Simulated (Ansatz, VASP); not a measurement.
**One calculation of Ag, two programs**

```
Ag
1.0
     0.00000    1.99966    1.99966
     1.99966    0.00000    1.99966
     1.99966    1.99966    0.00000
Ag
1
Direct
  0.00000 0.00000 0.00000
```

Alike in both runs: task single point; functional LDA; k mesh 22 × 22 × 22; occupations fermi-dirac, width 0.1 eV; no spin polarisation.

|  | VASP | Ansatz |
| --- | --- | --- |
| version | VASP 6.6.1 | Ansatz 0.2.0 |
| potentials or method | VASP PAW LDA potentials, release 64 (Ag) | plane waves (420 eV) with PAW, scalar-relativistic |
| plane-wave cutoff (eV) | 520 | 420 |
| valence electrons in the cell | 11 | 19 |

|  | VASP | Ansatz | Ansatz less VASP |
| --- | --- | --- | --- |
| pressure (GPa) | 0.3 | 0.2 | -0.15 |

The two sets of potentials don't hold the same shells in valence. Ansatz warned: «pseudo_functional_mismatch».
